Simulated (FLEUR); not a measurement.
# C under changes of volume

One of the cells (5.672 Å³/atom); the others are scaled copies at fixed shape and fractional positions:

```
CELL_PARAMETERS angstrom
0.00000 1.78337 1.78337
1.78337 0.00000 1.78337
1.78337 1.78337 0.00000
ATOMIC_POSITIONS crystal
C 0.75000 0.75000 0.75000
C 0.50000 0.50000 0.50000
```

This isn't the form of C at room conditions, which is graphite.

| Item | Value |
| --- | --- |
| Program | FLEUR MaX-R8.1 (later development tree) |
| Functional | BLYP |
| Potentials or basis | all-electron |
| Basis | FLAPW |
| Kmax | 5.5 1/bohr |
| k mesh | 13 × 13 × 13 |
| Occupations | fermi-dirac, width 0.05 eV |
| Spin | no spin polarisation |

| volume (Å³/atom) | energy over the lowest point (meV/atom) | gap on the mesh (eV) |
| --- | --- | --- |
| 5.332 | ? | ? |
| 5.445 | 33.77 | 4.57 |
| 5.672 | 4.16 | 4.46 |
| 5.899 | 0.00 | 4.36 |
| 6.012 | 6.13 | 4.32 |

Task: What does the run at 5.332 Å³/atom give?

Result: Energy over the lowest point 59.75 meV/atom; gap on the mesh 4.62 eV.

Worked out: A Birch-Murnaghan fit of order 2 (a polynomial in V^(-2/3)) to the other rows has its minimum at 5.82 Å³/atom with B0 = V·E''(V) = 405 GPa. It gives 59.75 meV/atom at 5.332 Å³/atom, against the run's 59.75. A straight line through the other rows of the gap, of slope -2.54 eV per unit of ln V, extrapolates to 4.62 eV, against the run's 4.62.

Energies are extrapolated to zero smearing.

Caveats: an odd mesh through Γ misses points on the zone boundary, where band edges often lie.
